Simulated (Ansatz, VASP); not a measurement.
# Two plane-wave programs on C

```xyz
3
Lattice="2.6054 0.0000 0.0000 -1.3027 2.2563 0.0000 0.0000 0.0000 2.8004" Properties=species:S:1:pos:R:3 pbc="T T T"
C    -0.6513    1.1282    0.9335
C     0.6513    1.1282    1.8669
C     1.3027    0.0000    0.0000
```

Alike in both runs: functional PBE; k mesh 12 × 12 × 10; occupations gaussian, width 0.02 eV; no spin polarisation.

Ansatz relaxed the structure, and its values are those at the end. VASP's run is a single point on that final structure, the one shown.

|  | VASP | Ansatz |
| --- | --- | --- |
| version | VASP 6.6.1 | Ansatz 0.2.0 |
| potentials or method | VASP PAW PBE potentials, release 64 (C) | scalar-relativistic, plane waves, PAW |
| plane-wave cutoff (eV) | 520 | 420 |
| valence electrons in the cell | 12 | 12 |

|  | VASP | Ansatz | Ansatz less VASP |
| --- | --- | --- | --- |
| gap on the k mesh at the Fermi level (eV) | 1.92 | 1.94 | +0.015 |
| least direct gap on the mesh (eV) | 4.64 | 4.64 | +0.005 |
| pressure (GPa) | 0.5 | 0.0 | -0.53 |
